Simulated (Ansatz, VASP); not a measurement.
# One calculation of InSb, two programs

The input INCAR:

```
SYSTEM = InSb
  ALGO = Normal
  EDIFF = 1E-8
  ENCUT = 520
  GGA = PE
  ISIF = 2
  ISMEAR = -1
  LASPH = .True.
  LCHARG = .False.
  LEFG = .True.
  LREAL = .False.
  LWAVE = .False.
  NBANDS = 16
  NELM = 100
  PREC = Accurate
  SIGMA = 0.05
```

Contents of KPOINTS:

```
k-points
0
Gamma
  7 7 7
  0 0 0
```

File POSCAR:

```
InSb
1.0
    0.0000000000      3.2391000000      3.2391000000
    3.2391000000      0.0000000000      3.2391000000
    3.2391000000      3.2391000000      0.0000000000
In Sb
1 1
Direct
    0.0000000000      0.0000000000      0.0000000000
    0.7500000000      0.7500000000      0.7500000000
```

Input for Ansatz:

```yaml
crystal:
  lattice:
    - [0.0, 3.2391, 3.2391]
    - [3.2391, 0.0, 3.2391]
    - [3.2391, 3.2391, 0.0]
  atoms:
    - { symbol: In, position: [0.0, 0.0, 0.0] }
    - { symbol: Sb, position: [0.75, 0.75, 0.75] }
kpoints:
  mp_grid: { grid: [7, 7, 7] }
scf:
  occupations: { method: fermi_dirac, width: 0.05 }
hamiltonian:
  xc: pbe
  pseudopotentials: { kind: paw }
output:
  forces: true
  stress: true
  eigenvalues: true
  efg: { contact_densities: true }
```

Alike in both runs: task electric field gradients; functional PBE; k mesh 7 × 7 × 7; occupations fermi-dirac, width 0.05 eV; no spin polarisation.

```csv
,VASP,Ansatz
version,VASP 6.6.1,Ansatz 0.2.0
potentials or method,"VASP PAW PBE potentials, release 64 (In_d, Sb)","PAW with Ansatz's default frozen-core files, scalar-relativistic"
plane-wave cutoff (eV),520,420
valence electrons in the cell,18,28
```

|  | VASP | Ansatz | Ansatz less VASP |
| --- | --- | --- | --- |
| pressure (GPa) | 3.2 | 3.2 | +0.02 |
| Vzz of the field gradient on the site that differs most (V/Å²) | 0.0 | 0.0 | 0.00 |

With one functional, cell and mesh, what is left measures potentials, basis and numerics. The two sets of potentials don't hold the same shells in valence. Ansatz warned: «gradients_without_spin_orbit».

Spin-orbit coupling is left out, which matters for the levels of Sb.
